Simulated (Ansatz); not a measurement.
Crystal: PbS.

```
Pb S
1.0
     4.08970    0.00000    0.00000
    -2.04485    3.54178    0.00000
     0.00000    0.00000    3.78817
Pb S
1 1
Direct
  0.00000 0.00000 0.00000
  0.66667 0.33333 0.50000
```

Measurements of this composition are mostly on another form, of space group No. 225.

```yaml
Program: Ansatz 0.2.0
Task: relaxation of cell and atoms
Functional: LDA
Potentials_or_basis: Ansatz PAW
Cutoff: "420 eV (not typed: the program's choice for these potentials)"
k_mesh: 8 × 8 × 7
Occupations: fermi-dirac, width 0.05 eV
Spin: no spin polarisation
```

At the start: volume 27.44 Å³/atom.

Task: How do energy, volume and symmetry change on relaxing?

Result: It ends after 5 steps and the volume is 24.98 Å³/atom (-9.0 %); space group P-6m2 (No. 187, to 0.05 Å).

The path:
| step | energy change (eV) | largest force (eV/Å) | volume (Å³) |
| --- | --- | --- | --- |
| 1 | 0.0000 | 0.0000 | 54.87 |
| 2 | -0.0595 | 0.0000 | 48.47 |
| 3 | -0.0713 | 0.0000 | 50.18 |
| 4 | -0.0716 | 0.0000 | 49.96 |
| 5 | -0.0712 | 0.0000 | 49.96 |

Final structure:
```
CELL_PARAMETERS angstrom
3.93514 0.00000 0.00000
-1.96757 3.40794 0.00000
0.00000 0.00000 3.72532
ATOMIC_POSITIONS crystal
Pb 0.00000 0.00000 0.00000
S 0.66667 0.33333 0.50000
```

Caveat: the plane-wave basis is chosen anew once the cell has moved, so the energies of steps on either side of that aren't comparable; the PAW data sets come from PBE, with cores solved anew for the run's functional, which leaves a small shift of forces and pressure.
